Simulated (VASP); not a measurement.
Input of a VASP 6.6.1 run:

The input INCAR:

```
ALGO = Normal
EDIFF = 1E-6
EDIFFG = -0.01
ENCUT = 600
IBRION = 2
ISIF = 3
ISMEAR = -1
LASPH = True
LCHARG = False
LREAL = False
LWAVE = False
NELM = 100
NSW = 40
PREC = Accurate
SIGMA = 0.05
```

Contents of KPOINTS:

```
k-points
0
Gamma
  7 7 3
```

Contents of POSCAR:

```
Ta2S
1.0
    2.8048100000      0.0000000000      0.0000000000
    0.0000000000      2.8048100000      0.0000000000
    0.0000000000      0.0000000000      7.5337200000
Ta S
2 1
Direct
    0.5000000000      0.5000000000      0.1859300000
    0.5000000000      0.5000000000      0.8140700000
    0.5000000000      0.5000000000      0.5000000000
```

Potentials or basis: VASP PAW LDA potentials, release 64 (Ta_pv, S).

Launch:

```bash
$ cat potpaw_LDA.64/Ta_pv/POTCAR potpaw_LDA.64/S/POTCAR > POTCAR
$ mpirun -np 1 vasp_std > vasp.out
```

Question: What does it give for the relaxed cell?

Answer: a = 2.731 Å, b = 2.731 Å, c = 7.420 Å, α = 90.00°, β = 90.00°, γ = 90.00°.

Question: Estimate the space group after relaxing (to 0.05 Å).

Answer: P4/mmm (No. 123).

Stress tensor (GPa, compression positive):
```
-0.04  0.00  0.00
 0.00 -0.04  0.00
 0.00  0.00  0.06
```

Spin-orbit coupling is left out, which matters for the levels of Ta.
